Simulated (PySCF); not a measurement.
Molecule: SMILES C1COCCN1, C₄H₉NO.

Molfile (atoms numbered from 1):
```
C4H9NO
     RDKit          3D

 15 15  0  0  0  0  0  0  0  0999 V2000
   -0.9989    0.8802    0.3778 C   0  0  0  0  0  0  0  0  0  0  0  0
   -1.2111   -0.0892   -0.7774 C   0  0  0  0  0  0  0  0  0  0  0  0
   -0.0106   -0.3238   -1.4689 O   0  0  0  0  0  0  0  0  0  0  0  0
    0.9995   -0.8188   -0.6273 C   0  0  0  0  0  0  0  0  0  0  0  0
    1.2678    0.1360    0.5280 C   0  0  0  0  0  0  0  0  0  0  0  0
    0.0639    0.4595    1.2731 N   0  0  0  0  0  0  0  0  0  0  0  0
   -1.9332    1.0143    0.9467 H   0  0  0  0  0  0  0  0  0  0  0  0
   -0.7287    1.8679   -0.0369 H   0  0  0  0  0  0  0  0  0  0  0  0
   -1.6204   -1.0472   -0.3869 H   0  0  0  0  0  0  0  0  0  0  0  0
   -1.9312    0.3087   -1.5094 H   0  0  0  0  0  0  0  0  0  0  0  0
    0.7077   -1.8140   -0.2237 H   0  0  0  0  0  0  0  0  0  0  0  0
    1.8964   -0.9613   -1.2508 H   0  0  0  0  0  0  0  0  0  0  0  0
    1.6839    1.0745    0.1204 H   0  0  0  0  0  0  0  0  0  0  0  0
    2.0255   -0.2836    1.2097 H   0  0  0  0  0  0  0  0  0  0  0  0
   -0.2387   -0.3582    1.8015 H   0  0  0  0  0  0  0  0  0  0  0  0
  1  2  1  0
  2  3  1  0
  3  4  1  0
  4  5  1  0
  5  6  1  0
  6  1  1  0
  1  7  1  0
  1  8  1  0
  2  9  1  0
  2 10  1  0
  4 11  1  0
  4 12  1  0
  5 13  1  0
  5 14  1  0
  6 15  1  0
M  END
```

Geometry PBE0-D3(BJ)/def2-SVP throughout; GIAO in PySCF, gas phase, one conformer, non-relativistic; equivalent atoms averaged; basis pcSseg-1.

For orientation, B97-D gives these absolute shieldings σ: C2/C4 106.9, C1/C5 128.7, O3 270.9, N6 207.4, H9/H10/H11/H12 27.98, H7/H8/H13/H14 28.72, H15 31.33 ppm.

A run gave: C2/C4 110.9, C1/C5 132.4, O3 267.8, N6 208.5, H9/H10/H11/H12 27.75, H7/H8/H13/H14 28.47, H15 31.11 ppm (absolute shieldings σ).

Which functional was used in that run?
A. KT2
B. B3LYP
C. mPW1PW91
D. PBE0
E. KT3

Results:

A. H9/H10/H11/H12 tells them apart best: KT2 gives 27.75, KT3 gives 27.95, PBE0 gives 27.96, mPW1PW91 gives 28.02, B3LYP gives 28.04 ppm.
